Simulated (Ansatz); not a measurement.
# Co: the cost of one run

Program: Ansatz 0.2.0. Level of theory: DFT PBE, scalar-relativistic, plane waves, PAW. These are calculated values, not measurements.

This is Co in the bcc structure; at room conditions it is hcp.

1 further run of the same task is left out (it didn't finish).

## (1) The starting structure

The structure is cubic, space group Im-3m (No. 229). Conventional cell: a = 2.805 Å, b = 2.805 Å, c = 2.805 Å, α = 90.00°, β = 90.00°, γ = 90.00°. Around Co (site symmetry m-3m) lie 8 Co at 2.43 Å.

As a file:

```
CELL_PARAMETERS angstrom
-1.40232 1.40232 1.40232
1.40232 -1.40232 1.40232
1.40232 1.40232 -1.40232
ATOMIC_POSITIONS crystal
Co 0.00000 0.00000 0.00000
```

The structure comes from the Materials Project (structure only).

(A quick probe on a coarse mesh, which set the mesh and smearing, is not shown.)

## (3) Full relaxation

input.yaml reads:

```yaml
crystal:
  lattice:
    - [-1.40232, 1.40232, 1.40232]
    - [1.40232, -1.40232, 1.40232]
    - [1.40232, 1.40232, -1.40232]
  atoms:
    - { symbol: Co, position: [0.0, 0.0, 0.0], spin: 2.06 }
basis:
  ecutwfc: 420
kpoints:
  mp_grid: { grid: [20, 20, 20] }
hamiltonian:
  xc: pbe
scf:
  occupations: { method: gaussian, width: 0.1 }
output:
  forces: true
  stress: true
  eigenvalues: true
  populations: true
magnetization:
  spin_polarized: true
relax:
  adjacent_minimum: "off"
  f_tol: 0.005
  max_steps: 80
  cell: { stress_tol: 0.05 }
```

On the command line:

```bash
ansatz run input.yaml --threads 1 --pin off --max-ram 2560MiB --backend cpu --events-out ev --progress --plain --runs-dir out
```

Q: Estimate wall time and peak memory on 1 thread of Intel Xeon Platinum 8488C (Sapphire Rapids), shared host.

About 24 s, with a peak of 0.41 GiB.
